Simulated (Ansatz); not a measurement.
**Point defect: H interstitial in BeS**

These are results of Ansatz, DFT PBE, scalar-relativistic, plane waves, PAW, not measurements. Settings: 420 eV cutoff, 2×2×2 k-mesh, shifted by half a step, Gaussian smearing of 0.01 eV, collinear spin in charge 0 alone.

Host crystal, relaxed:

```
Be S
1.0
     0.00000    2.43806    2.43806
     2.43806    0.00000    2.43806
     2.43806    2.43806    0.00000
Be S
1 1
Cartesian
  0.0000 0.0000 0.0000
  3.6571 3.6571 3.6571
```

Supercell of 32 atoms, rows in host cell vectors: 1 1 1; 1 1 -3; -3 1 1. Atoms relax at the host's cell, keeping the symmetry that the supercell leaves at the site. The cell is small, so energies carry finite-size errors of tenths of an eV. The host's Kohn–Sham gap is 3.15 eV. Atoms are taken from and returned to the elements' standard states. Charged cells are corrected for image charges with the computed static dielectric tensor (mean 7.3) and aligned with the host's potential at far atoms (alignment terms reach 0.19 eV; the program doubts the alignment in some charges, where it is up to 0.19 eV). No band-filling term is added, and the Fermi level counts from the host's valence band top.

Defect: H interstitial set at (0.250, 0.250, 0.250) of the host cell. Before relaxation its nearest neighbours are 4 Be at 2.11 Å, 6 S at 2.44 Å.

| charge | E_f at the valence band top (eV) | over the neutral state (eV) | moment (μB) | largest move (Å) | atoms near the site |
| --- | --- | --- | --- | --- | --- |
| +1 | 2.40 | -0.17 | 0.00 | 0.03 | 4 Be at 2.14 Å, 6 S at 2.43 Å |
| 0 | 2.57 | 0.00 | 1.00 | 0.03 | 4 Be at 2.09 Å, 6 S at 2.47 Å |
| -1 | 4.09 | 1.52 | 0.00 | 0.30 | 4 Be at 1.81 Å |

Among the charges computed the stable one is +1 at the valence band top, changing to 0 at 0.17 eV, changing to -1 at 1.52 eV. Other sites of the defect weren't tried.